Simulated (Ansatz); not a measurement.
# Phosphorus, fcc under revPBE: ground state and equation of state

What does revPBE give for phosphorus in the fcc structure? We relax it, solve it on a dense k-mesh, then scale the cell to 7 volumes from 88 to 112 % of the relaxed one and try a fit of the equation of state. Spin polarisation is left out. The k-meshes are 14×14×14 for the relaxation; 23×23×23 for the dense run; 16×16×16 for the volumes.

Method: DFT revPBE, plane waves (420 eV) with PAW, scalar-relativistic; PAW files made under PBE, frozen cores solved again for the functional, in Ansatz 0.2.0.

## 1. The starting structure

The structure is cubic, space group Fm-3m (No. 225). Conventional cell: a = 3.934 Å, b = 3.934 Å, c = 3.934 Å, α = 90.00°, β = 90.00°, γ = 90.00°. P (site symmetry m-3m) has 12 P at 2.78 Å as nearest neighbours.

Coordinates:

```
CELL_PARAMETERS angstrom
0.00000 1.96707 1.96707
1.96707 0.00000 1.96707
1.96707 1.96707 0.00000
ATOMIC_POSITIONS crystal
P 0.00000 0.00000 0.00000
```

## 2. Relaxing cell and atoms

The input, input.yaml:

```yaml
crystal:
  lattice:
    - [0.0, 1.9670729634, 1.9670729634]
    - [1.9670729634, 0.0, 1.9670729634]
    - [1.9670729634, 1.9670729634, 0.0]
  atoms:
    - { symbol: P, position: [0.0, 0.0, 0.0] }
hamiltonian:
  xc: revpbe
  pseudopotentials:
    kind: paw
    azcp:
      P: "pseudopotentials/P.paw.azcp"
basis:
  ecutwfc: 420
  fft_grid_basis: typed
kpoints:
  mp_grid: { grid: [14, 14, 14], shift: [0, 0, 0] }
magnetization:
  spin_polarized: false
scf:
  occupations: { method: fermi_dirac, width: 0.1 }
relax:
  max_steps: 60
  f_tol: 0.01
  cell: {}
```

Further steps of the session: Dense single point; Volume × 0.88; Volume × 0.92; Volume × 0.96; Volume × 1.0; Volume × 1.04; Volume × 1.08; Volume × 1.12.

What does the calculation give? Wanted: space group; conventional cell; volume; shortest distance; gap on the mesh; relative to black phosphorus; V₀, B₀, B₀′.

**Answer**, as computed:

| quantity | value |
| --- | --- |
| space group (spins left aside) | Fm-3m (No. 225) |
| conventional cell | a = 3.889 Å |
| volume | 14.706 Å³/atom |
| shortest distance | 2.750 Å |
| gap on the mesh | none (levels filled in part) |
| relative to black phosphorus | +916 meV/atom |
| V₀, B₀, B₀′ | 14.769 Å³/atom, 92 GPa, 3.3 |

In words: From the guessed start the volume shrank by 3.4 % in 4 steps. Against the reference form of phosphorus (black phosphorus, computed apart with the same settings) it stands 916 meV/atom higher. Levels at the Fermi energy are filled in part, as in a metal. B₀ comes out at 92 GPa. The symmetry was held, so the structure may be unstable against distortions that break it.
